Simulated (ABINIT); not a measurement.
# BaO (Fm-3m): G0W0 in ABINIT against the plane-wave cutoff

Wanted: the cheapest plane-wave cutoff that holds the gap of BaO (Fm-3m).

Program: ABINIT 10.8.3. Level of theory: LDA and many-body steps on it, plane waves. Results are calculated unless marked as measured.

The database entry behind the starting cell differs from later determinations by our own check (about 0.7 % short), so it need not match the best structure at ambient conditions.

## (1) The starting structure

Symmetry: Fm-3m, No. 225, cubic system. The conventional cell has a = 5.500 Å, b = 5.500 Å, c = 5.500 Å, α = 90.00°, β = 90.00°, γ = 90.00°. Nearest to Ba lie 6 O at 2.75 Å. O has 6 Ba at 2.75 Å nearest. Farther neighbours and most contacts between anions are not listed.

The cell and positions come from the Crystallography Open Database and are kept as given unless a step says otherwise. Spin-orbit coupling is left out unless a step names it.

## (2) Empty states on the mesh, 4×4×4 mesh, 110 bands

This step: ABINIT 10.8.3; DFT, LDA, plane waves, norm-conserving pseudopotentials.

The sums over transitions need many empty states on a uniform mesh; this step solves for them.

Input file run.abi:

```
acell 3*1.0 Angstrom
rprim 
  -0.000000000000 2.750000000000 2.750000000000
  2.750000000000 -0.000000000000 2.750000000000
  2.750000000000 2.750000000000 -0.000000000000
ntypat 2
znucl 56 8
natom 2
typat 1 2
xred 
  0.000000000000 0.000000000000 0.000000000000
  0.500000000000 0.500000000000 0.500000000000
pp_dirpath "pseudos"
pseudos "Ba.upf, O.upf"
ecut 36
ngkpt 4 4 4
nshiftk 1
shiftk 0 0 0
kptopt 1
chksymbreak 0
irdden 1
istwfk *1
nband 110
prtvol 0
optdriver 6
gwr_task "HDIAGO"
paral_kgb 0
occopt 1
indata_prefix "in"
outdata_prefix "out"
tmpdata_prefix "tmp"
```

The run is started by

```sh
> OMP_NUM_THREADS=1 mpirun -n 4 abinit run.abi > log
```

Numbers of over 12 decimals in the logs are rounded to 6 here.

What it wrote:

```text
.Version 10.8.3 of ABINIT. v10.8.2 released Aug 2026.

 Symmetries : space group Fm -3 m (#225); Bravais cF (face-center cubic)
[... echo of the input left out ...]
== DATASET  1 ==================================================================
-   mpi_nproc: 4, omp_nthreads: 1 (-1 if OMP is not activated)

--- !DatasetInfo
iteration_state: {dtset: 1, }
dimensions: {natom: 2, nkpt: 8, mband: 110, nsppol: 1, nspinor: 1, nspden: 1, mpw: 2914, }
cutoff_energies: {ecut:  36.0, pawecutdg:  -1.0, }
[...]
Direct band gap semiconductor
 Fundamental gap:     1.801 (eV)
   VBM:     5.446 (eV) at k: [ 5.0000E-01,  5.0000E-01,  0.0000E+00]
   CBM:     7.248 (eV) at k: [ 5.0000E-01,  5.0000E-01,  0.0000E+00]
 Direct gap:         1.801 (eV) at k: [ 5.0000E-01,  5.0000E-01,  0.0000E+00]

== END DATASET(S) ==============================================================
================================================================================

 -outvars: echo values of variables after computation  --------
           etotal      0.0000000000E+00
            nband         110
             nkpt           8
          spgroup         225
 [... the other variables as echoed above ...]

 Calculation completed.
```

Wall time 33 s (4 MPI ranks of Arm Neoverse V2, shared host); peak memory 2 GiB.

This step gave:

```
gap                                                           : 1.801 eV
k of the valence top                                          : 0.5, 0.5, 0
k of the conduction bottom                                    : 0.5, 0.5, 0
least direct gap                                              : 1.801 eV
k points computed                                             : 8
lowest point of the top converged band, above the valence top : 86.8994 eV
```

On this mesh the gap is 1.801 eV.

The density comes from a self-consistent run that is not shown.

## (3) Empty states on the mesh, 4×4×4 mesh, 35 bands

Edit run.abi of step 2 so:

```diff
@@ -14,3 +14,3 @@
 pseudos "Ba.upf, O.upf"
-ecut 36
+ecut 22
 ngkpt 4 4 4
@@ -20,10 +20,10 @@
 chksymbreak 0
+iscf -2
 irdden 1
 istwfk *1
-nband 110
+nband 35
+nbdbuf 4
+tolwfr 1e-09
+nstep 60
 prtvol 0
-optdriver 6
-gwr_task "HDIAGO"
-paral_kgb 0
-occopt 1
 indata_prefix "in"
```

What it wrote:

```text
.Version 10.8.3 of ABINIT. v10.8.2 released Aug 2026.

 Symmetries : space group Fm -3 m (#225); Bravais cF (face-center cubic)
[... echo of the input left out ...]
== DATASET  1 ==================================================================
-   mpi_nproc: 4, omp_nthreads: 1 (-1 if OMP is not activated)

--- !DatasetInfo
iteration_state: {dtset: 1, }
dimensions: {natom: 2, nkpt: 8, mband: 35, nsppol: 1, nspinor: 1, nspden: 1, mpw: 1411, }
cutoff_energies: {ecut:  22.0, pawecutdg:  -1.0, }
[...]
0.86359    0.86359    1.08403    1.08403    1.08403    1.12234    1.12234    1.12234
   1.19590    1.19590    1.19590    1.20516    1.22767    1.22767    1.49960    1.51480
   1.51480    1.55314    1.55314
 prteigrs : prtvol=0 or 1, do not print more k-points.

== END DATASET(S) ==============================================================
================================================================================

 -outvars: echo values of variables after computation  --------
            nband          35
             nkpt           8
          spgroup         225
 [... the other variables as echoed above ...]

 Calculation completed.
```

Elapsed: 2.7 s, on 4 MPI ranks; peak memory 0.07 GiB.

Numbers from this step:

* gap: 1.784 eV
* k of the valence top: 0.5, 0.5, 0
* k of the conduction bottom: 0.5, 0.5, 0
* least direct gap: 1.784 eV
* k points computed: 8
* lowest point of the top converged band, above the valence top: 29.13 eV

On this mesh the gap is 1.784 eV.

## (4) Empty states on the mesh, 4×4×4 mesh, 35 bands

Edit run.abi of step 3 so:

```diff
@@ -14,3 +14,3 @@
 pseudos "Ba.upf, O.upf"
-ecut 22
+ecut 29
 ngkpt 4 4 4
```

What it wrote:

```text
.Version 10.8.3 of ABINIT. v10.8.2 released Aug 2026.

 Symmetries : space group Fm -3 m (#225); Bravais cF (face-center cubic)
[... echo of the input left out ...]
== DATASET  1 ==================================================================
-   mpi_nproc: 4, omp_nthreads: 1 (-1 if OMP is not activated)

--- !DatasetInfo
iteration_state: {dtset: 1, }
dimensions: {natom: 2, nkpt: 8, mband: 35, nsppol: 1, nspinor: 1, nspden: 1, mpw: 2120, }
cutoff_energies: {ecut:  29.0, pawecutdg:  -1.0, }
[...]
0.86071    0.86071    1.08393    1.08393    1.08393    1.12181    1.12181    1.12181
   1.19425    1.19425    1.19425    1.20663    1.22719    1.22719    1.49894    1.51574
   1.51574    1.55201    1.55201
 prteigrs : prtvol=0 or 1, do not print more k-points.

== END DATASET(S) ==============================================================
================================================================================

 -outvars: echo values of variables after computation  --------
            nband          35
             nkpt           8
          spgroup         225
 [... the other variables as echoed above ...]

 Calculation completed.
```

Elapsed: 3.6 s, on 4 MPI ranks; peak memory 0.24 GiB.

This step gave:

```yaml
gap: 1.806 eV
k_of_the_valence_top: 0.5, 0.5, 0
k_of_the_conduction_bottom: 0.5, 0.5, 0
least_direct_gap: 1.806 eV
k_points_computed: 8
lowest_point_of_the_top_converged_band_above_the_valence_top: 29.20 eV
```

On this mesh the gap is 1.806 eV.

## (5) Empty states on the mesh, 4×4×4 mesh, 35 bands

Edit run.abi of step 4 so:

```diff
@@ -14,3 +14,3 @@
 pseudos "Ba.upf, O.upf"
-ecut 29
+ecut 45
 ngkpt 4 4 4
```

What it wrote:

```text
.Version 10.8.3 of ABINIT. v10.8.2 released Aug 2026.

 Symmetries : space group Fm -3 m (#225); Bravais cF (face-center cubic)
[... echo of the input left out ...]
== DATASET  1 ==================================================================
-   mpi_nproc: 4, omp_nthreads: 1 (-1 if OMP is not activated)

--- !DatasetInfo
iteration_state: {dtset: 1, }
dimensions: {natom: 2, nkpt: 8, mband: 35, nsppol: 1, nspinor: 1, nspden: 1, mpw: 4088, }
cutoff_energies: {ecut:  45.0, pawecutdg:  -1.0, }
[...]
0.86008    0.86008    1.08390    1.08390    1.08390    1.12175    1.12175    1.12175
   1.19391    1.19391    1.19391    1.20688    1.22713    1.22713    1.49887    1.51579
   1.51579    1.55177    1.55177
 prteigrs : prtvol=0 or 1, do not print more k-points.

== END DATASET(S) ==============================================================
================================================================================

 -outvars: echo values of variables after computation  --------
            nband          35
             nkpt           8
          spgroup         225
 [... the other variables as echoed above ...]

 Calculation completed.
```

The job ended after 5.9 s (4 MPI ranks; peak memory 0.28 GiB).

This step gave:

```yaml
gap: 1.801 eV
k_of_the_valence_top: 0.5, 0.5, 0
k_of_the_conduction_bottom: 0.5, 0.5, 0
least_direct_gap: 1.801 eV
k_points_computed: 8
lowest_point_of_the_top_converged_band_above_the_valence_top: 29.20 eV
```

On this mesh the gap is 1.801 eV.

## (6) Screening, 4×4×4 mesh, 31 bands, screening to 106.1 eV

The RPA dielectric matrix is built and inverted for each q.

This step: RPA screening on LDA, plane waves, norm-conserving pseudopotentials.

Edit run.abi of step 5 so:

```diff
@@ -14,3 +14,3 @@
 pseudos "Ba.upf, O.upf"
-ecut 45
+ecut 22
 ngkpt 4 4 4
@@ -20,10 +20,11 @@
 chksymbreak 0
-iscf -2
-irdden 1
 istwfk *1
-nband 35
-nbdbuf 4
-tolwfr 1e-09
-nstep 60
-prtvol 0
+occopt 1
+irdwfk 1
+optdriver 3
+nband 31
+ecuteps 3.9
+inclvkb 2
+awtr 1
+symchi 1
 indata_prefix "in"
```

What it wrote:

```text
.Version 10.8.3 of ABINIT. v10.8.2 released Aug 2026.

 Symmetries : space group Fm -3 m (#225); Bravais cF (face-center cubic)
[... echo of the input left out ...]
== DATASET  1 ==================================================================
-   mpi_nproc: 4, omp_nthreads: 1 (-1 if OMP is not activated)

--- !DatasetInfo
iteration_state: {dtset: 1, }
dimensions: {natom: 2, nkpt: 8, mband: 31, nsppol: 1, nspinor: 1, nspden: 1, mpw: 1411, }
cutoff_energies: {ecut:  22.0, pawecutdg:  -1.0, }
electrons: {nelect:   1.60000000E+01, charge:   0.00000000E+00, occopt:   1.00000000E+00, tsmear:   1.00000000E-02, }

 SCREENING: Calculation of the susceptibility and dielectric matrices

 Based on a program developped by R.W. Godby, V. Olevano, G. Onida, and L. Reining.
 Incorporated in ABINIT by V. Olevano, G.-M. Rignanese, and M. Torrent.
.Using double precision arithmetic ; gwpc =  8

[... cell and pseudopotentials left out ...]
--------------------------------------------------------------------------------

 ==== K-mesh for the wavefunctions ====
 Number of points in the irreducible wedge :     8
[... list of points left out ...]
 Together with 48 symmetry operations and time-reversal symmetry
 yields    64 points in the full Brillouin Zone.

 ==== Q-mesh for the screening function ====
 Number of points in the irreducible wedge :     8
[... list of points left out ...]
 Together with 48 symmetry operations and time-reversal symmetry
 yields    64 points in the full Brillouin Zone.

 setmesh: FFT mesh size selected  =    24x   24x   24
          total number of points  =        13824

 vcoul_init : cutoff-mode = AUXILIARY_FUNCTION
 q-points for optical limit:   1
     1)      0.000010    0.000020    0.000030

- screening: taking advantage of time-reversal symmetry
- Maximum band index for partially occupied states nbvw = 8
- Remaining bands to be divided among processors   nbcw = 23
- Number of bands treated by each node ~5

 Number of electrons calculated from density =   16.0000; Expected =   16.0000
 average of density, n =  0.057003
 r_s =    1.6119
 omega_plasma =   23.0305 [eV]

 calculating chi0 at frequencies [eV] :
  1    0.000000E+00    0.000000E+00
  2    0.000000E+00    2.303049E+01

--------------------------------------------------------------------------------
  q-point number  1        q = ( 0.000000, 0.000000, 0.000000) [r.l.u.]
--------------------------------------------------------------------------------
[... chi0 elements left out ...]
 For q-point:  0.000010 0.000020 0.000030
  dielectric constant =   4.3761
  dielectric constant without local fields =   4.8475

  Average fulfillment of the sum rule on Im[epsilon] for q-point    1 :     43.50  [%]
[... wings left out ...]
  q-point number  2        q = ( 0.250000, 0.000000, 0.000000) [r.l.u.]
--------------------------------------------------------------------------------
[... chi0 elements left out ...]
  Average fulfillment of the sum rule on Im[epsilon] for q-point    2 :     71.63  [%]

 [... 6 further q-points ...]
```

It took 3.5 s on 4 MPI ranks; peak memory 0.37 GiB.

This step gave:

| Property | Result |
| --- | --- |
| ε∞ with local fields, on this mesh, along the program's q direction | 4.376 |
| the same without local fields | 4.848 |
| plasma frequency | 23.03 eV |
| plane waves in the screening matrix | 113 |

Local fields lower ε∞ by 10 %. On a Γ-centred mesh this coarse the value itself is usually too large, while a short band sum pulls it down.

## (7) 22 Ha

This step: G0W0 on LDA, plane waves, norm-conserving pseudopotentials.

Edit run.abi of step 6 so:

```diff
@@ -23,8 +23,17 @@
 irdwfk 1
-optdriver 3
+optdriver 4
 nband 31
+gwcalctyp 0
+ecutsigx 22
+symsigma 1
+nkptgw 2
+kptgw 
+  0.5000000000 0.5000000000 0.0000000000
+  0.0000000000 0.0000000000 0.0000000000
+bdgw 
+  6 10
+  6 12
 ecuteps 3.9
-inclvkb 2
-awtr 1
-symchi 1
+irdscr 1
+ppmodel 1
 indata_prefix "in"
```

What it wrote:

```text
.Version 10.8.3 of ABINIT. v10.8.2 released Aug 2026.

 Symmetries : space group Fm -3 m (#225); Bravais cF (face-center cubic)
[... echo of the input left out ...]
== DATASET  1 ==================================================================
-   mpi_nproc: 4, omp_nthreads: 1 (-1 if OMP is not activated)

--- !DatasetInfo
iteration_state: {dtset: 1, }
dimensions: {natom: 2, nkpt: 8, mband: 31, nsppol: 1, nspinor: 1, nspden: 1, mpw: 1411, }
cutoff_energies: {ecut:  22.0, pawecutdg:  -1.0, }
electrons: {nelect:   1.60000000E+01, charge:   0.00000000E+00, occopt:   1.00000000E+00, tsmear:   1.00000000E-02, }

 SIGMA: Calculation of the GW corrections

 Based on a program developped by R.W. Godby, V. Olevano, G. Onida, and L. Reining.
 Incorporated in ABINIT by V. Olevano, G.-M. Rignanese, and M. Torrent.
.Using double precision arithmetic ; gwpc =  8

[... cell and pseudopotentials left out ...]
--------------------------------------------------------------------------------

 ==== K-mesh for the wavefunctions ====
 Number of points in the irreducible wedge :     8
[... list of points left out ...]
 Together with 48 symmetry operations and time-reversal symmetry
 yields    64 points in the full Brillouin Zone.

 ==== Q-mesh for screening function ====
 Number of points in the irreducible wedge :     8
[... list of points left out ...]
 Together with 48 symmetry operations and time-reversal symmetry
 yields    64 points in the full Brillouin Zone.

 vcoul_init : cutoff-mode = AUXILIARY_FUNCTION
 q-points for optical limit:   1
     1)      0.000010    0.000020    0.000030
 setmesh: FFT mesh size selected  =    32x   32x   32
          total number of points  =        32768

 Number of electrons calculated from density =   16.0000; Expected =   16.0000
 average of density, n =  0.057003
 r_s =    1.6119
 omega_plasma =   23.0305 [eV]

 === KS Band Gaps ===
  >>>> For spin  1
   Minimum direct gap =   1.7838 [eV], located at k-point      :   0.5000  0.5000  0.0000
   Fundamental gap    =   1.7838 [eV], Top of valence bands at :   0.5000  0.5000  0.0000
                                       Bottom of conduction at :   0.5000  0.5000  0.0000
 SIGMA fundamental parameters:
 PLASMON POLE MODEL  1
 number of plane-waves for SigmaX                 1411
 number of plane-waves for SigmaC and W            113
 number of plane-waves for wavefunctions          1411
 number of bands                                    31
 number of independent spin polarizations            1
 number of spinorial components                      1
 number of k-points in IBZ                           8
 number of q-points in IBZ                           8
 number of symmetry operations                      48
 number of k-points in BZ                           64
 number of q-points in BZ                           64
 number of frequencies for dSigma/dE                 9
 frequency step for dSigma/dE [eV]                0.25
 number of omega for Sigma on real axis              0
 max omega for Sigma on real axis  [eV]           0.00
 zcut for avoiding poles [eV]                     0.10

 EPSILON^-1 parameters (SCR file):
 dimension of the eps^-1 matrix on file            113
 dimension of the eps^-1 matrix used               113
 number of plane-waves for wavefunctions          1411
 number of bands                                    31
 number of q-points in IBZ                           8
 number of frequencies                               2
 number of real frequencies                          1
 number of imag frequencies                          1

 matrix elements of self-energy operator (all in [eV])

 Perturbative Calculation

--- !SelfEnergy_ee
iteration_state: {dtset: 1, }
kpoint     : [   0.500,    0.500,    0.000, ]
spin       : 1
KS_gap     :    1.784
QP_gap     :    3.089
Delta_QP_KS:    1.305
data: !SigmaeeData |
     Band     E0 <VxcDFT>   SigX SigC(E0)      Z dSigC/dE  Sig(E)    E-E0       E
        6   5.251 -18.307 -23.286   4.761   0.773  -0.294 -18.476  -0.169   5.082
        7   5.251 -18.307 -23.286   4.761   0.773  -0.294 -18.476  -0.169   5.082
        8   5.478 -18.292 -23.115   4.603   0.778  -0.286 -18.463  -0.170   5.308
        9   7.262  -9.089  -4.489  -3.262   0.848  -0.179  -7.955   1.135   8.396
       10  11.469 -11.834  -6.660  -3.342   0.839  -0.192 -10.297   1.537  13.006

--- !SelfEnergy_ee
iteration_state: {dtset: 1, }
kpoint     : [   0.000,    0.000,    0.000, ]
spin       : 1
KS_gap     :    3.867
QP_gap     :    5.189
Delta_QP_KS:    1.322
data: !SigmaeeData |
     Band     E0 <VxcDFT>   SigX SigC(E0)      Z dSigC/dE  Sig(E)    E-E0       E
        6   4.970 -18.186 -23.304   4.890   0.769  -0.300 -18.362  -0.175   4.795
[...]
10  10.101 -10.118  -4.934  -3.481   0.844  -0.185  -8.681   1.437  11.538
       11  10.101 -10.118  -4.934  -3.481   0.844  -0.185  -8.681   1.437  11.538
       12  10.101 -10.118  -4.934  -3.481   0.844  -0.185  -8.681   1.437  11.538

== END DATASET(S) ==============================================================
================================================================================

 -outvars: echo values of variables after computation  --------
           etotal      0.0000000000E+00
            nband          31
             nkpt           8
          spgroup         225
 [... the other variables as echoed above ...]

 Calculation completed.
```

Wall time 2.5 s (4 MPI ranks); peak memory 0.11 GiB; 9.5 s of CPU time.

Numbers from this step:

```yaml
g0w0_gap_on_the_points_computed: 3.088 eV
starting_gap_on_the_mesh: 1.784 eV
k_of_the_valence_top: 0.5, 0.5, 0
k_of_the_conduction_bottom: 0.5, 0.5, 0
z_at_the_valence_top: 0.778
z_at_the_conduction_bottom: 0.848
least_direct_g0w0_gap_on_the_computed_points: 3.088 eV
```

(Continued in part 2 of 2.)

[Paths, hosts, dates, memory and timing lines, banners, echoed tables and standing remarks are left out of the program output.]

[Logs are printed without paths, hosts, clocks, repeated set-up lines and the standing remarks that a program may print on its own settings, such as how far it seeks lower states.]

[Runs of the session that timed out or met a known fault of the program may be left out.]

[Hosts, paths, dates, database ids (printed as entryN), source tags and the programs' standing remarks are cut or masked in the printed files.]

[G0W0 gaps are taken among the corrected bands and points alone; a level outside them can change the order at an edge.]

[Where Ansatz stands beside ABINIT at settings called matched, ABINIT's density can come from a denser mesh and the files from another edition; pairs whose starting gaps differed by over 0.03 eV were left out, so agreement reads better than it is.]
